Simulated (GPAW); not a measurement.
Ag:

```xyz
1
Lattice="0.0000 2.0427 2.0427 2.0427 0.0000 2.0427 2.0427 2.0427 0.0000" Properties=species:S:1:pos:R:3 pbc="T T T"
Ag    0.0000    0.0000    0.0000
```

Base run:

| Property | Result |
| --- | --- |
| Program | GPAW 26.7.0 |
| Functional | RPBE |
| Potentials or basis | the program's PAW data sets (release 1.2.1) made for this functional |
| Cutoff | 600 eV |
| Basis | pw |
| k mesh | 11 × 11 × 11 |
| Occupations | gaussian, width 0.05 eV |
| Spin | no spin polarisation |

Its results: band gap on the k mesh none (metal or under the smearing width); pressure 8.3 GPa.

Problem. The run is repeated on the same cell with these changes: functional from RPBE to LDA; occupations from gaussian, width 0.05 eV to gaussian, width 0.02 eV. What comes out?

Solution. Band gap on the k mesh none (metal or under the smearing width); pressure -7.7 GPa.
